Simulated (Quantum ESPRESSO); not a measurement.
Crystal: WC.

```xyz
2
Lattice="0.0000 2.1927 2.1927 2.1927 0.0000 2.1927 2.1927 2.1927 0.0000" Properties=species:S:1:pos:R:3 pbc="T T T"
W     0.0000    0.0000    0.0000
C     2.1927    2.1927    2.1927
```

Measurements of this composition are mostly on another form, of space group No. 187.

Base run:

| Quantity | Value |
| --- | --- |
| Program | Quantum ESPRESSO 7.5 |
| Functional | PBEsol |
| Potentials or basis | GBRV 1.5 PBEsol |
| Cutoff | 762 eV |
| Density cutoff | 6095 eV |
| k mesh | 10 × 10 × 10 |
| Occupations | fermi-dirac, width 0.05 eV |
| Spin | no spin polarisation |
| Hubbard terms | W d U = 8 eV |

Its results: band gap on the k mesh none (metal or under the smearing width); pressure -7.5 GPa.

Q: The run is repeated on the same cell with these changes: potentials or basis from GBRV 1.5 PBEsol to PseudoDojo 0.4.1 SR PBEsol standard; cutoff from 762 eV to 1116 eV; density cutoff from 6095 eV to 4463 eV; hubbard terms from W d U = 8 eV to none; hubbard projectors from ortho-atomic to none. What comes out?

A: Band gap on the k mesh none (metal or under the smearing width); pressure -9.9 GPa.

Caveats: U without spin polarisation on a metal has little footing (some runs); the U is typed as a test and isn't derived for this compound (some runs).

Not every run made on this cell is shown here.
